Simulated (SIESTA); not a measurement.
Crystal: Ge.

```xyz
2
Lattice="0.0000 2.8289 2.8289 2.8289 0.0000 2.8289 2.8289 2.8289 0.0000" Properties=species:S:1:pos:R:3 pbc="T T T"
Ge    4.2434    4.2434    4.2434
Ge    2.8289    2.8289    2.8289
```

Base run:

| Property | Result |
| --- | --- |
| Program | SIESTA 5.4.2 |
| Functional | PBE |
| Potentials or basis | PseudoDojo 0.4 standard (PBE files) |
| Basis | SZ (energy shift 0.003 Ry) |
| Grid cutoff | 800 Ry |
| Energy shift | 0.003 Ry |
| k mesh | 8 × 8 × 8 |
| Occupations | fermi-dirac, width 0.05 eV |
| Spin | no spin polarisation |

Its results: band gap on the k mesh 0.14 eV, direct; pressure 9.5 GPa.

Task: The run is repeated on the same cell with these changes: basis from SZ (energy shift 0.003 Ry) to TZDP (energy shift 0.003 Ry; two zetas on semicore shells). What comes out?

Result: Band gap on the k mesh none (metal or under the smearing width); pressure 4.7 GPa.

Caveats: the basis of atomic orbitals isn't converged, which shifts pressures, moduli and gaps; the basis has no polarisation orbitals (some runs).
